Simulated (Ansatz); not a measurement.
# Ag and the effect of the dispersion correction

The cell as given:

```cif
data_structure
_symmetry_space_group_name_H-M 'P6_3/mmc'
_symmetry_Int_Tables_number 194
_cell_length_a 2.8862
_cell_length_b 2.8862
_cell_length_c 10.0000
_cell_angle_alpha 90.000
_cell_angle_beta 90.000
_cell_angle_gamma 120.000
_cell_volume 72.14
loop_
_atom_site_label
_atom_site_type_symbol
_atom_site_symmetry_multiplicity
_atom_site_Wyckoff_symbol
_atom_site_fract_x
_atom_site_fract_y
_atom_site_fract_z
_atom_site_occupancy
Ag1 Ag 2 a 0.00000 0.00000 0.50000 1
Ag2 Ag 2 c 0.66667 0.33333 0.75000 1
```

This isn't the form of Ag at room conditions, which is fcc.

Kept alike: task relaxation of cell and atoms; functional PBEsol; k mesh 11 × 11 × 3; occupations fermi-dirac, width 0.05 eV; no spin polarisation. Program: Ansatz, Ansatz PAW, cutoff 420 eV. The mesh is that of the run's cell of 4 atoms. No spin-orbit coupling.

| dispersion correction | volume (Å³/atom) | first edge of the run's cell (Å) | third edge of the run's cell (Å) |
| --- | --- | --- | --- |
| D3(BJ) | 15.926 | 2.813 | 9.298 |
| D3(BJ)-ATM | 16.097 | 2.822 | 9.335 |
| D4 | 16.246 | 2.830 | 9.367 |
| none | 16.657 | 2.853 | 9.453 |

The relaxations keep at least the cell's symmetry (P6_3/mmc). For a metal such a mesh leaves the last digits unconverged. Relaxations stop with a little pressure left, so the last digits of a volume or edge aren't settled. All rows use potentials made for PBE.

Question: What does the dispersion correction change here?

Answer: The volume runs from 15.926 (D3(BJ)) to 16.657 Å³/atom (none). Against no correction: D3(BJ) -4.4 %; D3(BJ)-ATM -3.4 %; D4 -2.5 %. Dispersion terms mostly attract and so lower the volume; the schemes' coefficients and damping set how far. The first edge of the run's cell runs from 2.813 (D3(BJ)) to 2.853 Å (none). The third edge of the run's cell runs from 9.298 (D3(BJ)) to 9.453 Å (none).
